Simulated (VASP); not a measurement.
# A VASP 6.6.1 single-point calculation on CdS

INCAR

```
IBRION = -1
LDAU = .TRUE.
LASPH = .TRUE.
LDAUJ = 0 0
PREC = Accurate
NSW = 0
LDAUL = 2 -1
NBANDS = 16
GGA = PE
LDAUU = 8.0 0
LWAVE = .FALSE.
ENCUT = 520
SIGMA = 0.02
LREAL = .FALSE.
ISMEAR = -1
ISYM = -1
ISIF = 2
EDIFF = 1E-7
LDAUTYPE = 2
NELM = 60
LCHARG = .FALSE.
LMAXMIX = 4
```

KPOINTS

```
KPOINTS created by Atomic Simulation Environment
0
Gamma
4 4 4
0 0 0
```

POSCAR

```
Cd S
 1.0000000000000000
     0.0000000000000000    2.9098226945999999    2.9098226945999999
     2.9098226945999999    0.0000000000000000    2.9098226945999999
     2.9098226945999999    2.9098226945999999    0.0000000000000000
 Cd  S
   1   1
Cartesian
  0.0000000000000000  0.0000000000000000  0.0000000000000000
  1.4549113472999997  1.4549113472999997  1.4549113472999997
```

The recommended PBE PAW datasets give the neutral cell 18 valence electrons.

Command

```
mpirun -np 1 vasp_std
```

**Question.** Predict the outcome of this run.

**Answer.** It converged. Results: gap between bands v and c on the k mesh 1.66 eV; least direct gap on the k mesh 1.66 eV; pressure 1.7 GPa. Band v is the last that the valence electrons fill when counted band by band, and c is the next.

OSZICAR

```
N       E                     dE             d eps       ncg     rms          rms(c)
DAV:   1     0.109114965381E+03    0.10911E+03   -0.94643E+03  2104   0.104E+03
DAV:   2    -0.144413328953E+01   -0.11056E+03   -0.10620E+03  2584   0.245E+02
DAV:   3    -0.572562730358E+01   -0.42815E+01   -0.42763E+01  2640   0.543E+01
DAV:   4    -0.575124166492E+01   -0.25614E-01   -0.25613E-01  2544   0.423E+00
DAV:   5    -0.575156649176E+01   -0.32483E-03   -0.32482E-03  2600   0.426E-01    0.142E+01
DAV:   6    -0.532091433705E+01    0.43065E+00   -0.86895E-01  2272   0.114E+01    0.106E+01
DAV:   7    -0.535660420602E+01   -0.35690E-01   -0.29807E-01  2632   0.426E+00    0.425E+00
DAV:   8    -0.536612940142E+01   -0.95252E-02   -0.58072E-02  2408   0.268E+00    0.483E-01
DAV:   9    -0.536649059677E+01   -0.36120E-03   -0.57506E-03  2352   0.113E+00    0.265E-01
DAV:  10    -0.536651233776E+01   -0.21741E-04   -0.36790E-04  2784   0.166E-01    0.198E-01
DAV:  11    -0.536663338768E+01   -0.12105E-03   -0.44481E-04  2104   0.280E-01    0.872E-02
DAV:  12    -0.536661548764E+01    0.17900E-04   -0.93839E-05  2232   0.112E-01    0.670E-02
DAV:  13    -0.536661635060E+01   -0.86297E-06   -0.65211E-06  2856   0.175E-02    0.565E-02
DAV:  14    -0.536661683798E+01   -0.48737E-06   -0.65090E-06  2088   0.280E-02    0.183E-02
DAV:  15    -0.536661706408E+01   -0.22610E-06   -0.15418E-06  2744   0.758E-03    0.551E-03
DAV:  16    -0.536661714038E+01   -0.76302E-07   -0.51307E-08  1656   0.195E-03
   1 F= -.53666171E+01 E0= -.53666171E+01  d E =-.922065E-12
```

For comparison, a separate PBE run of the intended cell, on usual settings and not on those above, gives a gap of 1.16 eV on its mesh and a pressure of 3.7 GPa.
